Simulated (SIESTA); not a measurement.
TiPt3:

```
CELL_PARAMETERS angstrom
3.89700 0.00000 0.00000
0.00000 3.89700 0.00000
0.00000 0.00000 3.89700
ATOMIC_POSITIONS crystal
Pt 0.50000 0.50000 0.00000
Pt 0.50000 0.00000 0.50000
Pt 0.00000 0.50000 0.50000
Ti 0.00000 0.00000 0.00000
```

Base run:

```yaml
Program: SIESTA 5.4.2
Functional: PBEsol
Potentials_or_basis: PseudoDojo 0.4 standard (PBEsol files)
Basis: DZP (energy shift 0.003 Ry; two zetas on semicore shells)
Grid_cutoff: 800 Ry
Energy_shift: 0.003 Ry
k_mesh: 7 × 7 × 7
Occupations: fermi-dirac, width 0.05 eV
Spin: no spin polarisation
```

Its results: band gap on the k mesh none (metal or under the smearing width); pressure 2.4 GPa.

Problem. The run is repeated on the same cell with these changes: functional from PBEsol to PBE; potentials or basis from PseudoDojo 0.4 standard (PBEsol files) to PseudoDojo 0.4 standard (PBE files). What comes out?

Solution. Band gap on the k mesh none (metal or under the smearing width); pressure 12.1 GPa.

Caveats: short orbitals over semicore shells can move pressures by several GPa; the basis of atomic orbitals isn't converged, which shifts pressures, moduli and gaps.

Not every run made on this cell is shown here.
